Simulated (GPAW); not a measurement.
**Ge: equation of state with PBEint**

**Experimental background.**

From “Sub-monolayer structures of Ag overlayers on Ge(111): experimental observations and first-principles study”, 2019, arxiv:1908.00180, for a bulk crystal of Ge: bulk modulus 75.8 GPa.

Crystal: Ge.

```
Ge
1.0
     0.00000    2.82891    2.82891
     2.82891    0.00000    2.82891
     2.82891    2.82891    0.00000
Ge
2
Direct
  0.75000 0.75000 0.75000
  0.50000 0.50000 0.50000
```

* Program: GPAW 26.7.0
* Task: equation of state
* Functional: PBEint
* Potentials or basis: PAW data sets generated in the run's folder for this functional
* Cutoff: 600 eV
* Basis: pw
* k mesh: 8 × 8 × 8
* Occupations: fermi-dirac, width 0.05 eV
* Spin: no spin polarisation
* Maxiter: 150
* Eos scales: [0.94, 0.96, 0.98, 1.0, 1.02, 1.04, 1.06]

* Equilibrium volume: 23.23 Å³/atom
* Bulk modulus: 65 GPa
* Pressure derivative of the bulk modulus: 5.3 (rough: it moves with the points fitted)

Energy against volume, from the lowest point:
```
volume (Å³/atom)  energy (meV/atom)
          21.281              39.43
          21.733              22.15
          22.186              10.22
          22.639               3.05
          23.092               0.00
          23.545               0.62
          23.997               4.61
```

Wall time 71 s on 1 thread of Arm Neoverse V1, with other jobs on the host, peak memory 0.24 GiB.

Measured bulk modulus of Ge: 75.8 GPa (quoted in “Sub-monolayer structures of Ag overlayers on Ge(111): experimental observations and first-principles study”, 2019, arxiv:1908.00180). This calculation gives 65 GPa (-14.8 %). The fit is for a static lattice scaled at fixed shape and fixed fractional positions. The cell as given is a measured one (22.64 Å³/atom); PBEint puts the equilibrium volume +2.6 % from it, thermal expansion not counted.
